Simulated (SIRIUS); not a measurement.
**Fitting the BLYP energy curve of NiAl**

```
Ni Al
1.0
     2.88100    0.00000    0.00000
     0.00000    2.88100    0.00000
     0.00000    0.00000    2.88100
Ni Al
1 1
Direct
  0.50000 0.50000 0.50000
  0.00000 0.00000 0.00000
```

The cell was scaled at fixed shape and fractions and run with SIRIUS, all-electron FP-LAPW, apw+lo standard; BLYP, k mesh 9 × 9 × 9 on the cell of 2 atoms, fermi-dirac occupations of 0.05 eV, collinear spin, ferromagnetic start, no spin-orbit coupling. Energies are those that the program minimises, any entropy of the smearing included. For a metal such a mesh isn't converged to the digits shown. The magnetic state is the one that the start led to, which needn't be the lowest.

| V (Å³/atom) | energy over the lowest row (meV/atom) |
| --- | --- |
| 11.2390 | 64.20 |
| 11.4781 | 39.82 |
| 11.7173 | 21.87 |
| 11.9564 | 9.62 |
| 12.1955 | ? |
| 12.4346 | 0.00 |
| 12.6738 | 1.50 |

Problem. Fit the third-order Birch-Murnaghan form, give V0, B0 and B′, and predict the energy left open.

Solution. With y = (V0/V)^(2/3), E = E0 + (9 V0 B0/16) [(y - 1)³ B′ + (y - 1)² (6 - 4y)]. Least squares through the rows shown give V0 = 12.4605 Å³/atom, E0 = -0.04 meV, B0 = 140.2 GPa (1 eV/Å³ = 160.218 GPa) and B′ = 4.94, with a largest miss of 0.03 meV. At V = 12.1955 the form with these constants gives 2.53 meV; the run gave 2.43 meV an atom.
